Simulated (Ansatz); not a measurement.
## WC (P-6m2) under several functionals

**What was measured.**

From “Reflectance spectral studies of spark plasma sintered tungsten carbide pellet”, 2024, arxiv:2411.15754, for a ceramic of WC: lattice constant a 2.906 Å; lattice constant c 2.837 Å.

Plane-wave DFT in Ansatz with scalar-relativistic PAW potentials. The same structure was relaxed (cell and atoms, symmetry kept) in separate runs at each level. No spin polarisation.

| level | cutoff (eV) | k mesh | V (Å³/atom) | a (Å) | c (Å) |
| --- | --- | --- | --- | --- | --- |
| LDA | 420 | 18×18×14 | 10.127 | 2.884 | 2.813 |
| PBE+D3(BJ) | 420 | 18×18×14 | 10.329 | 2.902 | 2.833 |
| r2SCAN | 500 | 18×18×14 | 10.415 | 2.912 | 2.836 |
| PBE | 420 | 18×18×14 | 10.524 | 2.922 | 2.847 |

**Question.** Where does PBEsol (420 eV, k mesh 18×18×14) fall?

**Answer.** V (Å³/atom) 10.286, a (Å) 2.898, c (Å) 2.828. Its volume is between those of LDA and PBE+D3(BJ). The usual order of volumes, LDA < PBEsol < PBE, holds here (10.127, 10.286, 10.524 Å³/atom). As a rule LDA overbinds; PBEsol, built on the gradient expansion of slowly varying densities, lies between LDA and PBE; PBE's stronger gradient term for exchange weakens bonds. Adding D3 to PBE changes the volume by -1.9 %; the term is attractive, so it pulls cells in. In metals the pairwise form ignores screening by the conduction electrons and often pulls in too far. r2SCAN lies 1.0 % under PBE in volume.

For PBE: Measured lattice constant a of WC: 2.906 Å (ceramic; “Reflectance spectral studies of spark plasma sintered tungsten carbide pellet”, 2024, arxiv:2411.15754). This calculation gives 2.922 Å (+0.5 %). Measured lattice constant c of WC: 2.837 Å (ceramic; “Reflectance spectral studies of spark plasma sintered tungsten carbide pellet”, 2024, arxiv:2411.15754). This calculation gives 2.847 Å (+0.4 %). The calculations are for 0 K without zero-point motion, and in metals axial ratios are sensitive to mesh and smearing.

Spin–orbit coupling is left out, which can shift energies with elements as heavy as these.